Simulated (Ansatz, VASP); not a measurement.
# Two plane-wave programs on H

```
CELL_PARAMETERS angstrom
2.64964 0.00000 0.00000
0.00000 2.64964 0.00000
0.00000 0.00000 0.98049
ATOMIC_POSITIONS crystal
H 0.00000 0.00000 0.50000
```

Alike in both runs: task relaxation of cell and atoms; functional PBE; k mesh 10 × 10 × 26; occupations fermi-dirac, width 0.05 eV; no spin polarisation.

|  | VASP | Ansatz |
| --- | --- | --- |
| version | VASP 6.6.1 | Ansatz 0.2.0 |
| potentials or method | VASP PAW PBE potentials, release 64 (H) | Ansatz PAW |
| plane-wave cutoff (eV) | 900 | 420 |
| valence electrons in the cell | 1 | 1 |

VASP gave:

| Item | Value |
| --- | --- |
| gap on the k mesh at the Fermi level, each at its own relaxed structure (eV) | none |
| relaxed volume (Å³/atom) | 11.15 |
| relaxed cell length with the largest relative difference (Å) | 3.363 |
| energy change over the relaxation (meV/atom) | -19 |

Estimate Ansatz's values.

gap on the k mesh at the Fermi level, each at its own relaxed structure (eV): none; relaxed volume (Å³/atom): 11.49; relaxed cell length with the largest relative difference (Å): 3.413; energy change over the relaxation (meV/atom): -20.

A gap of «none» marks a metal or a gap that the smearing closes.

Caveats: the volume moved by over 15 % at a fixed basis, so the end points are rough; the plane-wave basis is chosen anew once the cell has moved, so the energies of steps on either side of that aren't comparable (Ansatz).
